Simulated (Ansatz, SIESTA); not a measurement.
One calculation of SiC, 4 ways

```
Si C
1.0
     3.07569    0.00000    0.00000
    -1.53785    2.66363    0.00000
     0.00000    0.00000   10.07065
Si C
4 4
Direct
  0.00000 0.00000 0.18789
  0.00000 0.00000 0.68789
  0.33333 0.66667 0.43784
  0.66667 0.33333 0.93784
  0.00000 0.00000 0.00046
  0.00000 0.00000 0.50046
  0.33333 0.66667 0.24980
  0.66667 0.33333 0.74980
```

The cell is a database's computed one, not the measured one.

Alike in all runs: task band structure; functional LDA; k mesh 10 × 10 × 3; occupations fermi-dirac, width 0.05 eV; no spin polarisation; no spin-orbit coupling. LDA stands for any of its common fits. Pressure is positive in compression and, in plane waves, holds the error of the finite cutoff, which Ansatz's Pulay term estimates and takes out. Gaps are the smaller of the mesh's and the band path's.

```tsv
program and potentials	plane-wave cutoff (eV)	notes	band gap (eV)	pressure (GPa)
Ansatz, Ansatz PAW	420	potentials made for PBE, which Ansatz adapts in part; Pulay term of +0.40 GPa included	2.18	-3.80
Ansatz, JTH PAW LDA	780	-	?	?
Ansatz, all-electron LAPW, scalar-relativistic	-	-	2.18	-3.81
SIESTA, files PseudoDojo sr-lda-0.4.1-standard, DZP (energy shift 0.003 Ry)	-	atomic basis	2.18	-1.39
```

Question: Estimate from the other rows what the run with Ansatz, JTH PAW LDA gave.

Answer: Band gap 2.18 eV; pressure -4.11 GPa. Its pressure holds a Pulay term of +0.07 GPa. The other rows, which needn't bracket it: band gap 2.18; pressure -3.81 to -1.39.
